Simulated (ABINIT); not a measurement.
# Ir (Fm-3m) in ABINIT: further runs

One crystal, Ir, is run at these levels: PBE; tasks: equation of state.

Program: ABINIT 10.8.3 (patched build). These are calculated values, not measurements. Logs are shortened: lines on timing, memory, paths and dates and some standing lists are left out, and cuts for length are marked. The log counts tension as positive stress, the text compression.

### 1 The structure

The structure is cubic, space group Fm-3m (No. 225). Conventional cell: a = 3.831 Å, b = 3.831 Å, c = 3.831 Å, α = 90.00°, β = 90.00°, γ = 90.00°. Ir (site symmetry m-3m) is surrounded by 12 Ir at 2.71 Å.

### 2 Equation of state, PBE

Contents of run.abi:

```
# Datasets: one volume each
ndtset 7
getwfk -1
scalecart1 3*0.9795861087
scalecart2 3*0.9864848297
scalecart3 3*0.9932883884
scalecart4 3*1.0000000000
scalecart5 3*1.0066227096
scalecart6 3*1.0131594038
scalecart7 3*1.0196128224

# Pseudopotentials
pp_dirpath "./"
pseudos "Ir.upf"

# Structure
acell 3*1.0
rprim
     0.0000000000     3.6199593643     3.6199593643
     3.6199593643     0.0000000000     3.6199593643
     3.6199593643     3.6199593643     0.0000000000
ntypat 1
znucl 77
natom 1
typat 1
xred
     0.0000000000     0.0000000000     0.0000000000

# Plane-wave basis
ecut 34.0

# k points
kptopt 1
ngkpt 12 12 12
nshiftk 1
shiftk 0.0 0.0 0.0

# Exchange and correlation
ixc 11

# Bands and occupations
nband 13
occopt 3
tsmear 0.00183747

# SCF cycle
nstep 100
tolvrs 1.0e-10

# Output
iomode 3
prtwf 1
prtden 0
prteig 0
prtebands 0
```

Potentials or basis: PseudoDojo NC SR PBE v0.4.1 standard.

On the command line:

```sh
$ abinit run.abi > log 2>&1
```

run.abo:

```text
.Version 10.8.3 of ABINIT
 DATASET    1 : space group Fm -3 m (#225); Bravais cF (face-center cubic)
================================================================================
 Values of the parameters that define the memory need for DATASET  1.
     intxc =       0    ionmov =       0      iscf =       7    lmnmax =       8
     lnmax =       8     mgfft =      30  mpssoang =       4    mqgrid =    3001
     natom =       1  nloc_mem =       1    nspden =       1   nspinor =       1
    nsppol =       1      nsym =      48    n1xccc =    2501    ntypat =       1
    occopt =       3   xclevel =       2
       mpw =         872          nfft =       27000          nkpt =          72
================================================================================
================================================================================
[... 61 lines left out ...]
 DATASET    7 : space group Fm -3 m (#225); Bravais cF (face-center cubic)
================================================================================
 Values of the parameters that define the memory need for DATASET  7.
     intxc =       0    ionmov =       0      iscf =       7    lmnmax =       8
     lnmax =       8     mgfft =      30  mpssoang =       4    mqgrid =    3001
     natom =       1  nloc_mem =       1    nspden =       1   nspinor =       1
    nsppol =       1      nsym =      48    n1xccc =    2501    ntypat =       1
    occopt =       3   xclevel =       2
       mpw =         964          nfft =       27000          nkpt =          72
================================================================================
================================================================================

--------------------------------------------------------------------------------
------------- Echo of variables that govern the present computation ------------
--------------------------------------------------------------------------------
 -outvars: echo values of preprocessed input variables --------
            acell      1.0000000000E+00  1.0000000000E+00  1.0000000000E+00 Bohr
              amu      1.92220000E+02
             ecut      3.40000000E+01 Hartree
           getwfk          -1
                       outvar_i_n : Printing only first  50 k-points.
              ixc          11
           jdtset        1    2    3    4    5    6    7
                       outvar_i_n : Printing only first  50 k-points.
         kptrlatt       12    0    0      0   12    0      0    0   12
          kptrlen1     6.01786661E+01
          kptrlen2     6.06024735E+01
          kptrlen3     6.10204348E+01
          kptrlen4     6.14327475E+01
          kptrlen5     6.18395988E+01
          kptrlen6     6.22411659E+01
          kptrlen7     6.26376171E+01
            natom           1
            nband          13
           ndtset           7
            ngfft          30      30      30
             nkpt          72
            nstep         100
             nsym          48
           ntypat           1
                       prtocc : prtvol=0, do not print more k-points.
           occopt           3
           prtden           0
        prtebands           0
           prteig           0
            rprim1     0.0000000000E+00  3.5460619073E+00  3.5460619073E+00
                       3.5460619073E+00  0.0000000000E+00  3.5460619073E+00
                       3.5460619073E+00  3.5460619073E+00  0.0000000000E+00
            rprim2     0.0000000000E+00  3.5710349970E+00  3.5710349970E+00
                       3.5710349970E+00  0.0000000000E+00  3.5710349970E+00
                       3.5710349970E+00  3.5710349970E+00  0.0000000000E+00
            rprim3     0.0000000000E+00  3.5956636030E+00  3.5956636030E+00
                       3.5956636030E+00  0.0000000000E+00  3.5956636030E+00
                       3.5956636030E+00  3.5956636030E+00  0.0000000000E+00
            rprim4     0.0000000000E+00  3.6199593643E+00  3.6199593643E+00
                       3.6199593643E+00  0.0000000000E+00  3.6199593643E+00
                       3.6199593643E+00  3.6199593643E+00  0.0000000000E+00
            rprim5     0.0000000000E+00  3.6439333039E+00  3.6439333039E+00
                       3.6439333039E+00  0.0000000000E+00  3.6439333039E+00
                       3.6439333039E+00  3.6439333039E+00  0.0000000000E+00
            rprim6     0.0000000000E+00  3.6675958713E+00  3.6675958713E+00
                       3.6675958713E+00  0.0000000000E+00  3.6675958713E+00
                       3.6675958713E+00  3.6675958713E+00  0.0000000000E+00
            rprim7     0.0000000000E+00  3.6909569844E+00  3.6909569844E+00
                       3.6909569844E+00  0.0000000000E+00  3.6909569844E+00
                       3.6909569844E+00  3.6909569844E+00  0.0000000000E+00
          spgroup         225
           tolvrs      1.00000000E-10
           tsmear      1.83747000E-03 Hartree
            typat      1
                       outvars : Printing only first  50 k-points.
            znucl       77.00000

================================================================================

 chkinp: Checking input parameters for consistency, jdtset=   1.

 chkinp: Checking input parameters for consistency, jdtset=   2.

 chkinp: Checking input parameters for consistency, jdtset=   3.

 chkinp: Checking input parameters for consistency, jdtset=   4.
[... 32 lines left out ...]
 getcut : COMMENT -
  Note that boxcut > 2.2 ; recall that boxcut=Gcut(box)/Gcut(sphere) = 2
  is sufficient for exact treatment of convolution.
  Such a large boxcut is a waste : you could raise ecut
  e.g. ecut=   44.248003 Hartrees makes boxcut=2

--- Pseudopotential description ------------------------------------------------
- pspini: atom type   1  psp file is ./Ir.upf
12 -101130 3 -1 1310                          pspcod,pspxc,lmax,lloc,mmax
     nproj     2     2     2     2

   4.70446538E+02                                ecore*ucvol(ha*bohr**3)
--------------------------------------------------------------------------------

================================================================================

--- !BeginCycle
iteration_state: {dtset: 1, }
solver: {iscf: 7, nstep: 100, nline: 4, wfoptalg: 0, }
tolerances: {tolvrs: 1.00E-10, }
...

     iter   Etot(hartree)      deltaE(h)  residm     vres2
 ETOT  1  -115.09290810923    -1.151E+02 7.718E+00 2.072E+01
 ETOT  2  -115.15256352342    -5.966E-02 3.210E-01 1.249E+01
 ETOT  3  -115.15524081803    -2.677E-03 3.465E-01 1.667E-01
 ETOT  4  -115.15527884138    -3.802E-05 1.115E-02 2.030E-03
 ETOT  5  -115.15527928603    -4.447E-07 2.875E-03 1.596E-05
 ETOT  6  -115.15527928940    -3.371E-09 1.079E-03 1.815E-07
 ETOT  7  -115.15527928944    -3.851E-11 1.378E-03 4.036E-11
[... 980 lines left out ...]
 Cartesian components of stress tensor (hartree/bohr^3)
  sigma(1 1)=  3.39066113E-04  sigma(3 2)=  0.00000000E+00
  sigma(2 2)=  3.39066113E-04  sigma(3 1)=  0.00000000E+00
  sigma(3 3)=  3.39066113E-04  sigma(2 1)=  0.00000000E+00

-Cartesian components of stress tensor (GPa)         [Pressure= -9.9757E+00 GPa]
- sigma(1 1)=  9.97566946E+00  sigma(3 2)=  0.00000000E+00
- sigma(2 2)=  9.97566946E+00  sigma(3 1)=  0.00000000E+00
- sigma(3 3)=  9.97566946E+00  sigma(2 1)=  0.00000000E+00

== END DATASET(S) ==============================================================
================================================================================

 -outvars: echo values of variables after computation  --------
            acell      1.0000000000E+00  1.0000000000E+00  1.0000000000E+00 Bohr
           etotal1    -1.1515527929E+02
           etotal2    -1.1515746329E+02
           etotal3    -1.1515898954E+02
           etotal4    -1.1515993127E+02
           etotal5    -1.1516035318E+02
           etotal6    -1.1516031309E+02
           etotal7    -1.1515986300E+02
            fcart1    -0.0000000000E+00 -0.0000000000E+00 -0.0000000000E+00
            fcart2    -0.0000000000E+00 -0.0000000000E+00 -0.0000000000E+00
            fcart3    -0.0000000000E+00 -0.0000000000E+00 -0.0000000000E+00
            fcart4    -0.0000000000E+00 -0.0000000000E+00 -0.0000000000E+00
            fcart5    -0.0000000000E+00 -0.0000000000E+00 -0.0000000000E+00
            fcart6    -0.0000000000E+00 -0.0000000000E+00 -0.0000000000E+00
            fcart7    -0.0000000000E+00 -0.0000000000E+00 -0.0000000000E+00
            rprim1     0.0000000000E+00  3.5460619073E+00  3.5460619073E+00
                       3.5460619073E+00  0.0000000000E+00  3.5460619073E+00
                       3.5460619073E+00  3.5460619073E+00  0.0000000000E+00
            rprim2     0.0000000000E+00  3.5710349970E+00  3.5710349970E+00
                       3.5710349970E+00  0.0000000000E+00  3.5710349970E+00
                       3.5710349970E+00  3.5710349970E+00  0.0000000000E+00
            rprim3     0.0000000000E+00  3.5956636030E+00  3.5956636030E+00
                       3.5956636030E+00  0.0000000000E+00  3.5956636030E+00
[... 9 lines left out ...]
                       3.6675958713E+00  3.6675958713E+00  0.0000000000E+00
            rprim7     0.0000000000E+00  3.6909569844E+00  3.6909569844E+00
                       3.6909569844E+00  0.0000000000E+00  3.6909569844E+00
                       3.6909569844E+00  3.6909569844E+00  0.0000000000E+00
           strten1    -1.3356932748E-03 -1.3356932748E-03 -1.3356932748E-03
                       0.0000000000E+00  0.0000000000E+00  0.0000000000E+00
           strten2    -9.6852153011E-04 -9.6852153011E-04 -9.6852153011E-04
                       0.0000000000E+00  0.0000000000E+00  0.0000000000E+00
           strten3    -6.4198809238E-04 -6.4198809238E-04 -6.4198809238E-04
                       0.0000000000E+00  0.0000000000E+00  0.0000000000E+00
           strten4    -3.5168427760E-04 -3.5168427760E-04 -3.5168427760E-04
                       0.0000000000E+00  0.0000000000E+00  0.0000000000E+00
           strten5    -9.3656353049E-05 -9.3656353049E-05 -9.3656353049E-05
                       0.0000000000E+00  0.0000000000E+00  0.0000000000E+00
           strten6     1.3559039130E-04  1.3559039130E-04  1.3559039130E-04
                       0.0000000000E+00  0.0000000000E+00  0.0000000000E+00
           strten7     3.3906611338E-04  3.3906611338E-04  3.3906611338E-04
                       0.0000000000E+00  0.0000000000E+00  0.0000000000E+00
 Calculation completed.
```

Run time: 2.6 min. Hardware: 1 thread of Arm Neoverse V1, shared host; peak memory 0.1 GiB.

Results:

```yaml
Equilibrium_volume: 14.45 Å³/atom
Bulk_modulus: 351 GPa
Pressure_derivative_of_the_bulk_modulus: 5.0
```

Energy against volume, from the lowest point:
| volume (Å³/atom) | energy (meV/atom) |
| --- | --- |
| 13.215 | 138.07 |
| 13.496 | 78.64 |
| 13.778 | 37.11 |
| 14.059 | 11.48 |
| 14.340 | 0.00 |
| 14.621 | 1.09 |
| 14.902 | 13.34 |

Caveat: pressures at fixed basis lie under the slope of the energies. Spin-orbit coupling is left out, which matters for the levels of Ir.

### 3 Equation of state, PBE

run.abi is that of step 2.

Potentials or basis: PseudoDojo NC SR PBE v0.4 stringent.

On the command line:

```sh
$ abinit run.abi > log 2>&1
```

Wall time 2.6 min (1 thread of Arm Neoverse V1, shared host); peak memory 0.1 GiB.

The run converged. Its results:

| Property | Result |
| --- | --- |
| Equilibrium volume | 14.45 Å³/atom |
| Bulk modulus | 351 GPa |
| Pressure derivative of the bulk modulus | 5.0 |

Energy against volume, from the lowest point:
```
volume (Å³/atom)  energy (meV/atom)
          13.215             138.07
          13.496              78.64
          13.778              37.11
          14.059              11.48
          14.340               0.00
          14.621               1.09
          14.902              13.34
```

Caveat: pressures at fixed basis lie under the slope of the energies. PBE usually gives volumes a little too large and moduli too small.

### 4 Equation of state, PBE

run.abi is that of step 3.

Potentials or basis: PseudoDojo NC SR PBE v0.5 standard.

On the command line:

```sh
$ abinit run.abi > log 2>&1
```

Run time: 2.6 min. Hardware: 1 thread of Arm Neoverse V1, shared host; peak memory 0.1 GiB.

It converged, with:

| Property | Result |
| --- | --- |
| Equilibrium volume | 14.45 Å³/atom |
| Bulk modulus | 351 GPa |
| Pressure derivative of the bulk modulus | 5.0 |

Energy against volume, from the lowest point:
```csv
volume (Å³/atom),energy (meV/atom)
13.215,138.07
13.496,78.64
13.778,37.11
14.059,11.48
14.340,0.00
14.621,1.09
14.902,13.34
```

Caveat: pressures at fixed basis lie under the slope of the energies.

### 5 Equation of state, PBE

run.abi is that of step 4.

Potentials or basis: PseudoDojo NC SR PBE v0.5 stringent.

On the command line:

```sh
$ abinit run.abi > log 2>&1
```

Run time: 2.6 min. Hardware: 1 thread of Arm Neoverse V1, shared host; peak memory 0.1 GiB.

It converged, with:

| Quantity | Value |
| --- | --- |
| Equilibrium volume | 14.45 Å³/atom |
| Bulk modulus | 351 GPa |
| Pressure derivative of the bulk modulus | 5.0 |

Energy against volume, from the lowest point:
```
volume (Å³/atom)  energy (meV/atom)
          13.215             138.07
          13.496              78.64
          13.778              37.11
          14.059              11.48
          14.340               0.00
          14.621               1.09
          14.902              13.34
```

Caveat: pressures at fixed basis lie under the slope of the energies.

### 6 The runs side by side

```tsv
potentials or basis	V0 of scaled cells (Å³/atom)	B0 (GPa)
PseudoDojo NC SR PBE v0.4.1 standard	14.45	351
PseudoDojo NC SR PBE v0.4 stringent	14.45	351
PseudoDojo NC SR PBE v0.5 standard	14.45	351
PseudoDojo NC SR PBE v0.5 stringent	14.45	351
```

Alike in all rows: task equation of state; level PBE; no spin polarisation; cell as given; k mesh 12 × 12 × 12; cutoff (eV) 925; smearing fermi-dirac 0.05 eV.

Caveats: pressures at fixed basis lie under the slope of the energies.

Absolute energies hang on the potentials; compare differences alone.
